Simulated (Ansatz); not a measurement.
# KF (Carobbiite) (Fm-3m) in Ansatz: notebook

Aim: see how the results for KF (Carobbiite) move with the level of theory and the settings. Levels: LDA, r2SCAN+rVV10, HSE03. Tasks: single point.

Everything below comes from runs of Ansatz 0.2.0. Logs are shortened: lines on timing, memory, paths and dates and some standing lists are left out, and cuts for length are marked.

## Step 1: The structure

Symmetry: Fm-3m, No. 225, cubic system. The conventional cell has a = 5.344 Å, b = 5.344 Å, c = 5.344 Å, α = 90.00°, β = 90.00°, γ = 90.00°. K (site symmetry m-3m) has 6 F at 2.67 Å as nearest neighbours. Around F (site symmetry m-3m) lie 6 K at 2.67 Å.

## Step 2: Single point, LDA

run.py

```python
import json

import ase.io
import numpy as np
import spglib

import ansatz as az

atoms = ase.io.read("KF.cif")
cell, frac, numbers = spglib.find_primitive((atoms.cell[:], atoms.get_scaled_positions(), atoms.numbers), symprec=1e-5)
atoms = ase.Atoms(numbers, cell=cell, scaled_positions=frac, pbc=True)

calculation = (
    az.Crystal.from_ase(atoms)
    .calculation()
    .kpoints(9, 9, 9)
    .functional("lda")
    .pseudopotentials(kind="paw", accuracy="standard", xc_functional="lda")
    .occupations(method="tetrahedron")
    .density()
    .potential()
    .output_files(volumetric_format="npy")
    .electron_localization_function()
    .forces()
    .stress()
)
outcome = calculation.run(threads=2, events_out="events.jsonl")

report = outcome.report
for line in open("events.jsonl"):
    event = json.loads(line)
    if event["event"] == "scf_iter":
        d = event["data"]
        print(f"SCF {d['iter']:3d}  HF = {d['harris_foulkes_ev']:.6f} eV  dr2 = {d['dr2_ev']:.2e} eV")
    elif event["event"] in ("relax_step", "md_step"):
        d = event["data"]
        print(f"{event['event']} {d['step']:3d}  E = {d['lagrangian_ev']:.6f} eV")
np.set_printoptions(precision=5, suppress=True, linewidth=110)
print("converged:", report["converged"], "after", report["n_iterations"], "iterations")
print(f"free energy {report['free_energy_ev']:.6f} eV, Fermi level {report['fermi_energy_ev']:.4f} eV")
for key in ("band_edges_ev", "magnetization_mub", "site_moments_mub", "site_moments_nc_mub", "forces_ev_ang",
                "stress_gpa", "kpoints_frac", "eigenvalues_ev"):
    if report.get(key) is not None:
        print(key, np.array(report[key]), sep="\n")
```

KF.cif

```cif
data_KF
_cell_length_a 5.34370000
_cell_length_b 5.34370000
_cell_length_c 5.34370000
_cell_angle_alpha 90.00000000
_cell_angle_beta 90.00000000
_cell_angle_gamma 90.00000000
_space_group_name_H-M_alt 'Fm-3m'
_space_group_name_Hall '-F 4 2 3'
_space_group_IT_number 225
loop_
_space_group_symop_operation_xyz
'x,y,z'
'-x,-y,-z'
'-y,x,z'
'y,-x,-z'
'-x,-y,z'
'x,y,-z'
'y,-x,z'
'-y,x,-z'
'x,-y,-z'
'-x,y,z'
'-y,-x,-z'
'y,x,z'
'-x,y,-z'
'x,-y,z'
'y,x,-z'
'-y,-x,z'
'z,x,y'
'-z,-x,-y'
'z,-y,x'
'-z,y,-x'
'z,-x,-y'
'-z,x,y'
'z,y,-x'
'-z,-y,x'
'-z,x,-y'
'z,-x,y'
'-z,-y,-x'
'z,y,x'
'-z,-x,y'
'z,x,-y'
'-z,y,x'
'z,-y,-x'
'y,z,x'
'-y,-z,-x'
'x,z,-y'
'-x,-z,y'
'-y,z,-x'
'y,-z,x'
'-x,z,y'
'x,-z,-y'
'-y,-z,x'
'y,z,-x'
'-x,-z,-y'
'x,z,y'
'y,-z,-x'
'-y,z,x'
'x,-z,y'
'-x,z,-y'
'x,y+1/2,z+1/2'
'-x,-y+1/2,-z+1/2'
'-y,x+1/2,z+1/2'
'y,-x+1/2,-z+1/2'
[... 63 lines left out ...]
'-z+1/2,y,-x+1/2'
'z+1/2,-x,-y+1/2'
'-z+1/2,x,y+1/2'
'z+1/2,y,-x+1/2'
'-z+1/2,-y,x+1/2'
'-z+1/2,x,-y+1/2'
'z+1/2,-x,y+1/2'
'-z+1/2,-y,-x+1/2'
'z+1/2,y,x+1/2'
'-z+1/2,-x,y+1/2'
'z+1/2,x,-y+1/2'
'-z+1/2,y,x+1/2'
'z+1/2,-y,-x+1/2'
'y+1/2,z,x+1/2'
'-y+1/2,-z,-x+1/2'
'x+1/2,z,-y+1/2'
'-x+1/2,-z,y+1/2'
'-y+1/2,z,-x+1/2'
'y+1/2,-z,x+1/2'
'-x+1/2,z,y+1/2'
'x+1/2,-z,-y+1/2'
'-y+1/2,-z,x+1/2'
'y+1/2,z,-x+1/2'
'-x+1/2,-z,-y+1/2'
'x+1/2,z,y+1/2'
'y+1/2,-z,-x+1/2'
'-y+1/2,z,x+1/2'
'x+1/2,-z,y+1/2'
'-x+1/2,z,-y+1/2'
'x+1/2,y+1/2,z'
'-x+1/2,-y+1/2,-z'
'-y+1/2,x+1/2,z'
'y+1/2,-x+1/2,-z'
'-x+1/2,-y+1/2,z'
'x+1/2,y+1/2,-z'
'y+1/2,-x+1/2,z'
'-y+1/2,x+1/2,-z'
'x+1/2,-y+1/2,-z'
'-x+1/2,y+1/2,z'
'-y+1/2,-x+1/2,-z'
'y+1/2,x+1/2,z'
'-x+1/2,y+1/2,-z'
'x+1/2,-y+1/2,z'
'y+1/2,x+1/2,-z'
'-y+1/2,-x+1/2,z'
'z+1/2,x+1/2,y'
'-z+1/2,-x+1/2,-y'
'z+1/2,-y+1/2,x'
'-z+1/2,y+1/2,-x'
'z+1/2,-x+1/2,-y'
'-z+1/2,x+1/2,y'
'z+1/2,y+1/2,-x'
'-z+1/2,-y+1/2,x'
'-z+1/2,x+1/2,-y'
'z+1/2,-x+1/2,y'
'-z+1/2,-y+1/2,-x'
'z+1/2,y+1/2,x'
'-z+1/2,-x+1/2,y'
'z+1/2,x+1/2,-y'
'-z+1/2,y+1/2,x'
'z+1/2,-y+1/2,-x'
'y+1/2,z+1/2,x'
'-y+1/2,-z+1/2,-x'
'x+1/2,z+1/2,-y'
'-x+1/2,-z+1/2,y'
'-y+1/2,z+1/2,-x'
'y+1/2,-z+1/2,x'
'-x+1/2,z+1/2,y'
'x+1/2,-z+1/2,-y'
'-y+1/2,-z+1/2,x'
'y+1/2,z+1/2,-x'
'-x+1/2,-z+1/2,-y'
'x+1/2,z+1/2,y'
'y+1/2,-z+1/2,-x'
'-y+1/2,z+1/2,x'
'x+1/2,-z+1/2,y'
'-x+1/2,z+1/2,-y'
loop_
_atom_site_label
_atom_site_type_symbol
_atom_site_symmetry_multiplicity
_atom_site_Wyckoff_symbol
_atom_site_fract_x
_atom_site_fract_y
_atom_site_fract_z
_atom_site_occupancy
K1 K 4 a 0.0000000000 0.0000000000 0.0000000000 1
F1 F 4 b 0.5000000000 0.0000000000 0.0000000000 1
```

Potentials or basis: JTH PAW LDA.

Command:

```sh
$ python run.py
```

Output:

```text
DeckWarning: output.forces, output.stress, relax.cell or npt_langevin: where a Kohn–Sham band that disperses or a degenerate level is filled in part under the method tetrahedron, the forces or the stress that this run publishes need not agree with its energy (scf.occupations.method in the input reference, under Limitations); prefer a smearing scheme for the forces or the stress
DeckWarning: basis.ecutwfc = 1500 eV, auto-derived from the records' recommended cutoffs: set by F (normal level)
DeckWarning: pseudopotentials/K.paw.azcp: the checks of this K dataset prove no rule for summing its radial tables, as where they were carried onto another mesh than they were made on, and Gregory's rule is taken, under which a leading mesh point left out moves its sums only by what lay on the interval it spanned. That does not make them correct, and they differ from Quantum ESPRESSO's on this file; a re-export a [...]
DeckWarning: pseudopotentials/F.paw.azcp: the checks of this F dataset prove no rule for summing its radial tables, as where they were carried onto another mesh than they were made on, and Gregory's rule is taken, under which a leading mesh point left out moves its sums only by what lay on the interval it spanned. That does not make them correct, and they differ from Quantum ESPRESSO's on this file; a re-export a [...]
PlacementWarning: RAYON_NUM_THREADS=2 ignored (pool sized by the plan → 2); use plan(threads=…)
SCF   1  HF = -2294.375404 eV  dr2 = 1.39e+01 eV
SCF   2  HF = -2293.224843 eV  dr2 = 7.14e+00 eV
SCF   3  HF = -2290.976288 eV  dr2 = 2.06e-01 eV
SCF   4  HF = -2290.953683 eV  dr2 = 2.96e-02 eV
SCF   5  HF = -2290.963937 eV  dr2 = 2.91e-02 eV
SCF   6  HF = -2290.958004 eV  dr2 = 6.85e-03 eV
SCF   7  HF = -2290.956363 eV  dr2 = 4.14e-04 eV
SCF   8  HF = -2290.956269 eV  dr2 = 6.38e-06 eV
SCF   9  HF = -2290.956250 eV  dr2 = 2.26e-08 eV
SCF  10  HF = -2290.956250 eV  dr2 = 1.56e-08 eV
converged: True after 10 iterations
free energy -2290.956250 eV, Fermi level 1.0525 eV
band_edges_ev
[1.05248 6.84881]
magnetization_mub
0.0
forces_ev_ang
[[-0.  0.  0.]
 [ 0. -0.  0.]]
stress_gpa
[[-3.25885 -0.       0.     ]
 [-0.      -3.25885 -0.     ]
 [-0.       0.      -3.25885]]
kpoints_frac
[[ 0.       0.       0.     ]
 [ 0.       0.       0.11111]
 [ 0.       0.       0.22222]
 [ 0.       0.       0.33333]
 [ 0.       0.       0.44444]
 [ 0.       0.11111  0.11111]
 [ 0.       0.11111  0.22222]
[... 25 lines left out ...]
 [ 0.11111  0.44444 -0.44444]
 [ 0.11111  0.44444 -0.33333]
 [ 0.22222  0.44444 -0.33333]]
eigenvalues_ev
[[-24.6138  -17.18499  -8.04638  -8.04638  -8.04638   1.05248   1.05248   1.05248   6.84881  11.57725
   11.57725  11.57725]
 [-24.60184 -17.19614  -8.0813   -8.05102  -8.05102   0.93061   1.00882   1.00882   7.20175  11.34314
   11.74803  11.74803]
 [-24.57135 -17.22463  -8.16895  -8.06265  -8.06265   0.65776   0.90032   0.90032   8.11068  10.96412
   12.19407  12.19407]
 [-24.53626 -17.2575   -8.26731  -8.07567  -8.07567   0.39061   0.78038   0.78038   9.18509  10.84875
   12.692    12.692  ]
 [-24.51311 -17.27924  -8.33076  -8.08406  -8.08406   0.23336   0.70391   0.70391   9.78573  11.16577
   12.98048  12.98048]
 [-24.59801 -17.19836  -8.07307  -8.07307  -8.06012   0.83754   1.03722   1.03722   7.29995  11.08977
   11.90461  11.90461]
 [-24.57409 -17.21728  -8.14585  -8.09814  -8.07181   0.64707   0.95962   0.9846    7.98762  10.70647
   12.27315  12.3392 ]
 [-24.54096 -17.24434  -8.24941  -8.11445  -8.09585   0.46696   0.81981   0.87808   9.00741  10.54552
   12.65923  12.82338]
 [-24.51409 -17.26692  -8.3303   -8.12577  -8.11447   0.33808   0.7255    0.76919   9.78553  10.8233
   12.86701  13.1214 ]
 [-24.50634 -17.27414  -8.35159  -8.14756  -8.09825   0.29022   0.70704   0.73216   9.93734  11.11132
   12.90304  13.17167]
 [-24.52149 -17.2625   -8.3037   -8.15115  -8.07331   0.35062   0.71851   0.82405   9.59863  10.79075
   12.81535  12.92269]
 [-24.55219 -17.2377   -8.20816  -8.135    -8.05124   0.51776   0.7991    0.94385   8.66618  10.72403
   12.4105   12.58859]
 [-24.58386 -17.21157  -8.11356  -8.10204  -8.0424    0.74679   0.91369   1.01926   7.72131  11.00607
   11.9379   12.16205]
 [-24.55918 -17.21914  -8.1665   -8.14072  -8.14072   0.56318   1.00992   1.00992   8.36394  10.18492
   12.79275  12.79275]
 [-24.53341 -17.22935  -8.28321  -8.17406  -8.17061   0.52761   0.93726   0.96423   9.16305   9.90748
   13.04234  13.29678]
 [-24.50877 -17.24308  -8.3822   -8.2157   -8.17422   0.53376   0.80842   0.87143   9.84638  10.25542
   12.77816  13.57084]
 [-24.49691 -17.25391  -8.41479  -8.24962  -8.1499    0.48353   0.77589   0.78689  10.0663   10.89804
   12.59102  13.6653 ]
 [-24.50352 -17.25678  -8.36646  -8.25938  -8.10861   0.40939   0.72024   0.86981  10.05627  10.78946
   12.58785  13.48602]
 [-24.52542 -17.25039  -8.26268  -8.23655  -8.06951   0.41519   0.72886   0.94031   9.46951  10.59277
   12.67244  12.93271]
 [-24.51709 -17.21936  -8.40539  -8.21772  -8.21772   0.60635   0.99668   0.99668   9.43214   9.67889
   13.20692  13.99474]
 [-24.49961 -17.21883  -8.51444  -8.25296  -8.23455   0.70254   0.93226   0.96136   9.34382  10.46654
   12.71471  14.21252]
 [-24.48918 -17.22811  -8.54207  -8.28444  -8.21367   0.72506   0.83768   0.87698   9.63431  11.22683
   12.15612  14.32311]
 [-24.49073 -17.2431   -8.47648  -8.29568  -8.1642    0.5557    0.78265   0.87185  10.05893  11.08689
   12.29706  14.22886]
 [-24.4909  -17.20536  -8.62077  -8.26797  -8.26797   0.80419   0.99723   0.99723   9.02734  10.91261
   12.59652  14.56416]
 [-24.48679 -17.20895  -8.63146  -8.28082  -8.25985   0.84391   0.92664   0.96381   9.14887  11.3608
   12.16136  14.612  ]
 [-24.54923 -17.2318   -8.20028  -8.17535  -8.08603   0.52161   0.86211   0.98603   8.71128  10.37639
   12.71474  12.72807]
 [-24.52071 -17.24839  -8.30077  -8.22309  -8.10281   0.44827   0.76038   0.91315   9.62108  10.3601
   12.75498  13.22912]
 [-24.50195 -17.25928  -8.37128  -8.24549  -8.11708   0.41849   0.73566   0.80792  10.07378  10.78676
   12.67899  13.50504]
 [-24.51207 -17.23126  -8.38766  -8.25861  -8.16812   0.57861   0.85724   0.96728   9.73054   9.92374
   12.82518  13.93367]
 [-24.49518 -17.2366   -8.4557   -8.32164  -8.15838   0.61567   0.79403   0.9031    9.90703  10.67844
   12.40272  14.13173]
 [-24.49073 -17.2431   -8.44649  -8.35008  -8.13984   0.55328   0.80439   0.85248  10.22852  10.79826
   12.33969  14.1705 ]
 [-24.50085 -17.24783  -8.36128  -8.33594  -8.11784   0.48469   0.74402   0.91054  10.22425  10.44217
   12.49037  13.89227]
 [-24.48917 -17.21676  -8.58019  -8.31284  -8.21337   0.79018   0.86099   0.96475   9.36802  11.13363
   12.19425  14.51928]
 [-24.48567 -17.22625  -8.55076  -8.35502  -8.17607   0.70281   0.85895   0.9022    9.76788  11.34251
   11.91237  14.48512]
 [-24.4863  -17.23212  -8.47582  -8.4252   -8.14062   0.62473   0.84764   0.90213  10.2536   10.71755
   12.14487  14.36548]]
```

Wall time 3.8 s (2 threads of Arm Neoverse V2, shared host); peak memory 0.56 GiB.

What came out:

* Free energy: -2290.9562 eV
* Pressure: -3.3 GPa
* Band gap on the k mesh: 5.80 eV, direct

Levels at points of the mesh, in eV from the valence-band top:
```tsv
k point	band 6	band 7	band 8	band 9	band 10	band 11
(0.00, 0.00, 0.00)	0.00	0.00	0.00	5.80	10.52	10.52
```

Caveat: odd divisions of the mesh miss points on the zone boundary, where band edges often lie, so the gap on the mesh can be too wide; with tetrahedron occupations forces and stress needn't match the slope of the energy. Expect the measured gap to be larger: semilocal functionals such as LDA lack the derivative discontinuity.

(Part 1 of 2 ends here.)
